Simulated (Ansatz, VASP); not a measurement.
One calculation of AlN, two programs

File INCAR:

```
SYSTEM = AlN
  PREC = Accurate
  ENCUT = 520
  EDIFF = 1E-6
  ISMEAR = -1
  SIGMA = 0.1
  LREAL = .False.
  LASPH = .True.
  NELM = 60
  ALGO = Normal
  ISIF = 2
  LWAVE = .False.
  LCHARG = .False.
  NBANDS = 11
```

KPOINTS

```
Automatic mesh
0
Gamma
  15 15 15
  0 0 0
```

File POSCAR:

```
AlN
1.0
    0.0000000000      1.9218087507      1.9218087507
    1.9218087507      0.0000000000      1.9218087507
    1.9218087507      1.9218087507      0.0000000000
Al N
1 1
Direct
    0.0000000000      0.0000000000      0.0000000000
    0.5000000000      0.5000000000      0.5000000000
```

Input for Ansatz:

```yaml
crystal:
  lattice:
    - [0.0, 1.9218087507, 1.9218087507]
    - [1.9218087507, 0.0, 1.9218087507]
    - [1.9218087507, 1.9218087507, 0.0]
  atoms:
    - { symbol: Al, position: [0.0, 0.0, 0.0] }
    - { symbol: "N", position: [0.5, 0.5, 0.5] }
kpoints:
  mp_grid: { grid: [15, 15, 15] }
scf:
  occupations: { method: fermi_dirac, width: 0.1 }
hamiltonian:
  xc: lda
  pseudopotentials: { kind: paw }
output:
  forces: true
  stress: true
  eigenvalues: true
  populations: true
```

Change from the starting cell: volume scaled by 0.88, PAW files.

Alike in both runs: task single point; functional LDA; k mesh 15 × 15 × 15; occupations fermi-dirac, width 0.1 eV; no spin polarisation.

```csv
,VASP,Ansatz
version,VASP 6.6.1,Ansatz 0.2.0
potentials or method,"VASP PAW LDA potentials, release 64 (Al, N)","PAW with Ansatz's default frozen-core files, scalar-relativistic"
plane-wave cutoff (eV),520,420
valence electrons in the cell,8,8
```

|  | VASP | Ansatz | Ansatz less VASP |
| --- | --- | --- | --- |
| gap on the k mesh at the Fermi level (eV) | 4.91 | 4.92 | +0.007 |
| pressure (GPa) | 46.7 | 45.5 | -1.26 |

Caveats: so large a pressure means that the cell lies far from this level's equilibrium, or that cutoff or potentials fall short (VASP); an odd mesh through Γ misses points on the zone boundary, where band edges often lie.
